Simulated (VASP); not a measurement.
# Mg (P6/mmm) in VASP: a series of runs

The runs below take Mg through single point, with r2SCAN.

Program: VASP 6.6.1. These are calculated values, not measurements. Logs are shortened: lines on timing, memory, paths and dates and some standing lists are left out, and cuts for length are marked.

## (1) The crystal as given

It takes space group P6/mmm (No. 191, hexagonal). The conventional cell has a = 3.050 Å, b = 3.050 Å, c = 3.045 Å, α = 90.00°, β = 90.00°, γ = 120.00°. Around Mg (site symmetry 6/mmm) lie 8 Mg at 3.04 to 3.05 Å.

This isn't the form of Mg at room conditions, which is hcp.

## (2) Single point, r2SCAN

INCAR

```
ADDGRID = False
ALGO = Normal
EDIFF = 1E-6
ENCUT = 400
ISIF = 2
ISMEAR = -1
LASPH = True
LCHARG = False
LMIXTAU = True
LREAL = False
LWAVE = False
METAGGA = R2SCAN
NELM = 100
PREC = Accurate
SIGMA = 0.2
```

KPOINTS

```
k-points
0
Gamma
  15 15 13
```

POSCAR

```
Mg
1.0
    3.1430880000     -0.0084060000     -0.0278050000
   -1.5788240000      2.6046760000      0.0276970000
   -0.0277550000      0.0158990000      3.0020770000
Mg
1
Direct
   -0.0144770000      0.0117080000      0.0082640000
```

Potentials or basis: VASP PAW PBE potentials, release 64 (Mg).

Run with:

```console
cat potpaw_PBE.64/Mg/POTCAR > POTCAR
mpirun -np 1 vasp_std > vasp.out
```

OUTCAR:

```text
EDIFF = 1E-6
   ENCUT = 400
   ISIF = 2
   ISMEAR = -1
   LASPH = True
   LREAL = False
   METAGGA = R2SCAN
   NELM = 100
   PREC = Accurate

 Found   1463 irreducible k-points:

 Following reciprocal coordinates:
            Coordinates               Weight
  0.000000  0.000000  0.000000      1.000000
  0.066667 -0.000000 -0.000000      2.000000
  0.133333 -0.000000  0.000000      2.000000
  0.200000 -0.000000  0.000000      2.000000
  0.266667 -0.000000  0.000000      2.000000
  0.333333  0.000000  0.000000      2.000000
   k-points           NKPTS =   1463   k-points in BZ     NKDIM =   1463   number of bands    NBANDS=      5
   number of dos      NEDOS =    301   number of ions     NIONS =      1
   total plane-waves  NPLWV =   9600
   dimension x,y,z NGX =    24 NGY =   20 NGZ =   20
   dimension x,y,z NGXF=    48 NGYF=   40 NGZF=   40
   ions per type =               1
   NGX,Y,Z   is equivalent  to a cutoff of  12.69, 10.92, 11.07 a.u.
   NGXF,Y,Z  is equivalent  to a cutoff of  25.39, 21.83, 22.15 a.u.
 SYSTEM =  unknown system
   PREC   = accura    normal or accurate (medium, high low for compatibility)
   ISTART =      0    job   : 0-new  1-cont  2-samecut
   ICHARG =      2    charge: 1-file 2-atom 10-const
   ISPIN  =      1    spin polarized calculation?
   LNONCOLLINEAR =      F non collinear calculations
   LSORBIT =      F    spin-orbit coupling
   LASPH  =      T    aspherical Exc in radial PAW
   ENCUT  =  400.0 eV  29.40 Ry    5.42 a.u.   5.13  4.97  4.90*2*pi/ulx,y,z
   NELM   =    100;   NELMIN=  2; NELMDL= -5     # of ELM steps
   EDIFF  = 0.1E-05   stopping-criterion for ELM
   LREAL  =      F    real-space projection
   EDIFFG = 0.1E-04   stopping-criterion for IOM
   NSW    =      0    number of steps for IOM
   IBRION =     -1    ionic relax: 0-MD 1-quasi-New 2-CG
   NFREE  =      0    steps in history (QN), initial steepest desc. (CG)
   ISIF   =      2    stress and relaxation
   ISYM   =      2    0-nonsym 1-usesym 2-fastsym
   POTIM  = 0.5000    time-step for ionic-motion
   TEBEG  =    0.0;   TEEND  =   0.0 temperature during run
   PSTRESS=    0.0 pullay stress
   NELECT =       2.0000    total number of electrons
   NUPDOWN=      -1.0000    fix difference up-down
   EMIN   =  10.00;   EMAX   =-10.00  energy-range for DOS
   EFERMI =   0.00;   METHOD = LEGACY
   ISMEAR =    -1;   SIGMA  =   0.20  broadening in eV -4-tet -1-fermi 0-gaus
   EFERMI_NEDOS =   21; number of points for ismear=-14 and -15
   IALGO  =     38    algorithm
   IMIX   =      4    mixing-type and parameters
     AMIX     =   0.40;   BMIX     =  1.00
     AMIX_MAG =   1.60;   BMIX_MAG =  1.00
  volume/ion in A,a.u.               =      24.53       165.57
  Fermi-wavevector in a.u.,A,eV,Ry     =   0.709836  1.341396  6.855535  0.503868
  Thomas-Fermi vector in A             =   1.796524
   LORBIT       =      0    0 simple, 1 ext, 2 COOP (PROOUT), +10 PAW based schemes
   METAGGA = R2SCAN    functional components
   LHFCALC =     F    Hartree Fock is set to
   AEXX    =    0.0000 exact exchange contribution
   IVDW    =     0    specifies the selected vdW correction
   LEPSILON=     F    determine dielectric tensor
   LRPA    =     F    only Hartree local field effects (RPA)
 non-spin polarized calculation
  energy-cutoff  :      400.00
  volume of cell :       24.53
 maximum number of plane-waves:       456
 NGX is ok and might be reduce to    24

 number of electron       2.0000000 magnetization

 Free energy of the ion-electron system (eV)
  ---------------------------------------------------
  ext. energy  EPLUGINS =         0.00000000
  ---------------------------------------------------
  free energy    TOTEN  =        -3.89437263 eV

  energy without entropy =       -3.83732129  energy(sigma->0) =       -3.86584696

 E-fermi :   2.2840     XC(G=0):  -8.8387

 val. band max:        2.2775547132   @ k =  -0.3333   0.0667   0.4615
 cond. band min:       2.2880313418   @ k =  -0.4000   0.4667   0.0769
 fundamental gap:      0.0104766286
 Fermi energy:         2.2839902809

 k-point     1 :       0.0000    0.0000    0.0000
  band No.  band energies     occupation
      1      -4.8356      2.00000
      2      11.0958      0.00000
      3      12.2546      0.00000
      4      14.9011      0.00000
      5      16.1167      0.00000

 k-point     2 :       0.0667   -0.0000   -0.0000
  band No.  band energies     occupation
      1      -4.7359      2.00000
      2      11.0419      0.00000
      3      12.3376      0.00000
      4      13.5453      0.00000
      5      15.0383      0.00000

 k-point     3 :       0.1333   -0.0000    0.0000
  band No.  band energies     occupation
      1      -4.4373      2.00000
      2      10.4402      0.00000
      3      11.9960      0.00000
      4      12.5872      0.00000
      5      14.1044      0.00000

 k-point     4 :       0.2000   -0.0000    0.0000
  band No.  band energies     occupation
      1      -3.9416      2.00000
      2       8.6463      0.00000
      3      11.6402      0.00000
      4      13.0006      0.00000
      5      13.3359      0.00000

 k-point     5 :       0.2667   -0.0000    0.0000
  band No.  band energies     occupation
      1      -3.2518      2.00000
      2       6.6532      0.00000
      3      11.5252      0.00000
      4      12.7134      0.00000
      5      13.5800      0.00000

 k-point     6 :       0.3333    0.0000    0.0000
  band No.  band energies     occupation
      1      -2.3722      2.00000
      2       4.7564      0.00001
      3      11.3955      0.00000
      4      12.2264      0.00000
      5      14.3216      0.00000

 [... further k-points ...]
[... 5 lines left out ...]
  --------------------------------------------------------------------------------------
  -------------------------------------------------------------------------------------
  Total       -0.1557258      0.1816582      0.1294011      0.0245379      0.0273070     -0.0489808
  in kB      -10.1693075     11.8627574      8.4502355      1.6023911      1.7832160     -3.1985787
  external PRESSURE =       3.3812285 kB  Pullay stress =       0.0000000 kB

 VOLUME and BASIS-vectors are now :
 -----------------------------------------------------------------------------
  energy-cutoff  :      400.00
  volume of cell :       24.53
      direct lattice vectors                 reciprocal lattice vectors
     3.143088000 -0.008406000 -0.027805000     0.318692044  0.193154686  0.001923445
    -1.578824000  2.604676000  0.027697000     0.001010546  0.384559010 -0.002027282
    -0.027755000  0.015899000  3.002077000     0.002942377 -0.001758937  0.333139234

 POSITION                                       TOTAL-FORCE (eV/Angst)
 -----------------------------------------------------------------------------------
      3.07887      0.02234     -0.00227        -0.000000      0.000000      0.000000
 -----------------------------------------------------------------------------------
    total drift:                               -0.000320      0.000025      0.000248

  FREE ENERGIE OF THE ION-ELECTRON SYSTEM (eV)
  ---------------------------------------------------
  free  energy   TOTEN  =        -3.8943726312 eV

  energy  without entropy=       -3.8373212881  energy(sigma->0) =       -3.86584696
```

It took 2.3 min on 1 thread of Intel Xeon 6975P-C (Granite Rapids), shared host; peak memory 0.26 GiB.

The run converged, but some of its settings lie outside the range that counts as converged, so its numbers aren't taken as properties of the crystal.

What came out:

| Item | Value |
| --- | --- |
| Free energy | -3.8944 eV |
| Pressure | 0.3 GPa |
| Band gap on the k mesh | none (metal or under the smearing width) |

Caveat: the PAW data sets were made with another functional, which shifts forces and pressure a little.

## (3) Single point, r2SCAN

This run uses another cell than the first one, of the same volume but with other edges.

INCAR: that of step 2 with these lines changed.

```diff
@@ -3,5 +3,5 @@
 EDIFF = 1E-6
-ENCUT = 400
+ENCUT = 900
 ISIF = 2
-ISMEAR = -1
+ISMEAR = 1
 LASPH = True
```

KPOINTS

```
k-points
0
Gamma
  11 11 9
```

POSCAR

```
Mg
1.0
    3.0502998005      0.0000000000      0.0000000000
   -1.5251499003      2.6416371164      0.0000000000
    0.0000000000      0.0000000000      3.0448375700
Mg
1
Direct
    0.0000000000      0.0000000000      0.0000000000
```

Potentials or basis: VASP PAW PBE potentials, release 64 (Mg).

Run with:

```console
cat potpaw_PBE.64/Mg/POTCAR > POTCAR
mpirun -np 1 vasp_std > vasp.out
```

OUTCAR:

```text
EDIFF = 1E-6
   ENCUT = 900
   ISIF = 2
   ISMEAR = 1
   LASPH = True
   LREAL = False
   METAGGA = R2SCAN
   NELM = 100
   PREC = Accurate

 Found     80 irreducible k-points:

 Following reciprocal coordinates:
            Coordinates               Weight
  0.000000  0.000000  0.000000      1.000000
  0.090909  0.000000  0.000000      6.000000
  0.181818  0.000000  0.000000      6.000000
  0.272727  0.000000  0.000000      6.000000
  0.363636  0.000000  0.000000      6.000000
  0.454545  0.000000  0.000000      6.000000
   k-points           NKPTS =     80   k-points in BZ     NKDIM =     80   number of bands    NBANDS=      5
   number of dos      NEDOS =    301   number of ions     NIONS =      1
   total plane-waves  NPLWV =  27000
   dimension x,y,z NGX =    30 NGY =   30 NGZ =   30
   dimension x,y,z NGXF=    60 NGYF=   60 NGZF=   60
   ions per type =               1
   NGX,Y,Z   is equivalent  to a cutoff of  16.35, 16.35, 16.38 a.u.
   NGXF,Y,Z  is equivalent  to a cutoff of  32.70, 32.70, 32.76 a.u.
 SYSTEM =  unknown system
   PREC   = accura    normal or accurate (medium, high low for compatibility)
   ISTART =      0    job   : 0-new  1-cont  2-samecut
   ICHARG =      2    charge: 1-file 2-atom 10-const
   ISPIN  =      1    spin polarized calculation?
   LNONCOLLINEAR =      F non collinear calculations
   LSORBIT =      F    spin-orbit coupling
   LASPH  =      T    aspherical Exc in radial PAW
   ENCUT  =  900.0 eV  66.15 Ry    8.13 a.u.   7.46  7.46  7.45*2*pi/ulx,y,z
   NELM   =    100;   NELMIN=  2; NELMDL= -5     # of ELM steps
   EDIFF  = 0.1E-05   stopping-criterion for ELM
   LREAL  =      F    real-space projection
   EDIFFG = 0.1E-04   stopping-criterion for IOM
   NSW    =      0    number of steps for IOM
   IBRION =     -1    ionic relax: 0-MD 1-quasi-New 2-CG
   NFREE  =      0    steps in history (QN), initial steepest desc. (CG)
   ISIF   =      2    stress and relaxation
   ISYM   =      2    0-nonsym 1-usesym 2-fastsym
   POTIM  = 0.5000    time-step for ionic-motion
   TEBEG  =    0.0;   TEEND  =   0.0 temperature during run
   PSTRESS=    0.0 pullay stress
   NELECT =       2.0000    total number of electrons
   NUPDOWN=      -1.0000    fix difference up-down
   EMIN   =  10.00;   EMAX   =-10.00  energy-range for DOS
   EFERMI =   0.00;   METHOD = LEGACY
   ISMEAR =     1;   SIGMA  =   0.20  broadening in eV -4-tet -1-fermi 0-gaus
   EFERMI_NEDOS =   21; number of points for ismear=-14 and -15
   IALGO  =     38    algorithm
   IMIX   =      4    mixing-type and parameters
     AMIX     =   0.40;   BMIX     =  1.00
     AMIX_MAG =   1.60;   BMIX_MAG =  1.00
  volume/ion in A,a.u.               =      24.53       165.57
  Fermi-wavevector in a.u.,A,eV,Ry     =   0.709836  1.341396  6.855535  0.503868
  Thomas-Fermi vector in A             =   1.796524
   LORBIT       =      0    0 simple, 1 ext, 2 COOP (PROOUT), +10 PAW based schemes
   METAGGA = R2SCAN    functional components
   LHFCALC =     F    Hartree Fock is set to
   AEXX    =    0.0000 exact exchange contribution
   IVDW    =     0    specifies the selected vdW correction
   LEPSILON=     F    determine dielectric tensor
   LRPA    =     F    only Hartree local field effects (RPA)
 non-spin polarized calculation
 Methfessel and Paxton  Order N= 1 SIGMA  =   0.20
  energy-cutoff  :      900.00
  volume of cell :       24.53
 maximum number of plane-waves:      1533
 NGX is ok and might be reduce to    30

 number of electron       2.0000000 magnetization

 Free energy of the ion-electron system (eV)
  ---------------------------------------------------
  ext. energy  EPLUGINS =         0.00000000
  ---------------------------------------------------
  free energy    TOTEN  =        -3.86576801 eV

  energy without entropy =       -3.86619432  energy(sigma->0) =       -3.86591012

 E-fermi :   2.2765     XC(G=0):  -8.8345

 val. band max:        2.1499158257   @ k =   0.3636   0.1818   0.3333
 cond. band min:       2.2835197465   @ k =   0.3636   0.2727   0.0000
 fundamental gap:      0.1336039208
 Fermi energy:         2.2764888237

 k-point     1 :       0.0000    0.0000    0.0000
  band No.  band energies     occupation
      1      -4.8374      2.00000
      2      10.8261      0.00000
      3      11.7518      0.00000
      4      15.7148      0.00000
      5      15.7148      0.00000

 k-point     2 :       0.0909    0.0000    0.0000
  band No.  band energies     occupation
      1      -4.6462      2.00000
      2      10.7835      0.00000
      3      11.9110      0.00000
      4      13.3229      0.00000
      5      14.6742      0.00000

 k-point     3 :       0.1818    0.0000    0.0000
  band No.  band energies     occupation
      1      -4.0748      2.00000
      2       9.5227      0.00000
      3      11.5999      0.00000
      4      12.3890      0.00000
      5      13.4652      0.00000

 k-point     4 :       0.2727    0.0000    0.0000
  band No.  band energies     occupation
      1      -3.1299      2.00000
      2       6.8097      0.00000
      3      11.4477      0.00000
      4      12.5358      0.00000
      5      13.1863      0.00000

 k-point     5 :       0.3636    0.0000    0.0000
  band No.  band energies     occupation
      1      -1.8240      2.00000
      2       4.2116     -0.00000
      3      11.2999      0.00000
      4      11.9132      0.00000
      5      14.2982      0.00000

 k-point     6 :       0.4545    0.0000    0.0000
  band No.  band energies     occupation
      1      -0.1950      2.00000
      2       1.9261      2.03268
      3      11.1652      0.00000
      4      11.6015      0.00000
      5      15.6647      0.00000

 [... further k-points ...]
[... 5 lines left out ...]
  --------------------------------------------------------------------------------------
  -------------------------------------------------------------------------------------
  Total        0.0968940      0.0968940     -0.0045432     -0.0000000     -0.0000000      0.0000000
  in kB        6.3274326      6.3274326     -0.2966812     -0.0000000     -0.0000000      0.0000000
  external PRESSURE =       4.1193947 kB  Pullay stress =       0.0000000 kB

 VOLUME and BASIS-vectors are now :
 -----------------------------------------------------------------------------
  energy-cutoff  :      900.00
  volume of cell :       24.53
      direct lattice vectors                 reciprocal lattice vectors
     3.050299800  0.000000000  0.000000000     0.327836628  0.189276565  0.000000000
    -1.525149900  2.641637116  0.000000000     0.000000000  0.378553130  0.000000000
     0.000000000  0.000000000  3.044837570     0.000000000  0.000000000  0.328424744

 POSITION                                       TOTAL-FORCE (eV/Angst)
 -----------------------------------------------------------------------------------
      0.00000      0.00000      0.00000         0.000000      0.000000      0.000000
 -----------------------------------------------------------------------------------
    total drift:                               -0.000000     -0.000000     -0.000000

  FREE ENERGIE OF THE ION-ELECTRON SYSTEM (eV)
  ---------------------------------------------------
  free  energy   TOTEN  =        -3.8657680148 eV

  energy  without entropy=       -3.8661943196  energy(sigma->0) =       -3.86591012
```

OSZICAR:

```text
N       E                     dE             d eps       ncg     rms          rms(c)
DAV:   1    -0.249599251971E+01   -0.24960E+01   -0.11277E+03   805   0.458E+02
DAV:   2    -0.392597364399E+01   -0.14300E+01   -0.13833E+01  1010   0.211E+01
DAV:   3    -0.393552342011E+01   -0.95498E-02   -0.95095E-02  1205   0.213E+00
[... 12 lines left out ...]
DAV:  16    -0.386575915482E+01   -0.29334E-04   -0.29428E-05   835   0.409E-02    0.959E-03
DAV:  17    -0.386577516123E+01   -0.16006E-04   -0.13605E-05   940   0.309E-02    0.158E-03
DAV:  18    -0.386576988076E+01    0.52805E-05   -0.16916E-06   815   0.126E-02    0.902E-04
DAV:  19    -0.386576869177E+01    0.11890E-05   -0.19476E-07   460   0.473E-03    0.502E-04
DAV:  20    -0.386576801482E+01    0.67695E-06   -0.22102E-07   445   0.342E-03
   1 F= -.38657680E+01 E0= -.38659101E+01  d E =0.426305E-03
```

Wall time 46 s (1 thread of Intel Xeon 6975P-C (Granite Rapids), shared host); peak memory 0.19 GiB.

The run converged, but some of its settings lie outside the range that counts as converged, so its numbers aren't taken as properties of the crystal.

What came out:

| Item | Value |
| --- | --- |
| Free energy | -3.8658 eV |
| Pressure | 0.4 GPa |
| Band gap on the k mesh | none (metal or under the smearing width) |

Caveat: the PAW data sets were made with another functional, which shifts forces and pressure a little.

## (4) The reference run

An earlier run on the cell as given: functional PBE; potentials or basis VASP PAW PBE potentials, release 64 (Mg); cutoff 520 eV; k mesh 10 × 10 × 9; occupations fermi-dirac, width 0.05 eV; no spin polarisation.

* Pressure: 1.1 GPa
* Band gap on the k mesh: none (metal or under the smearing width)
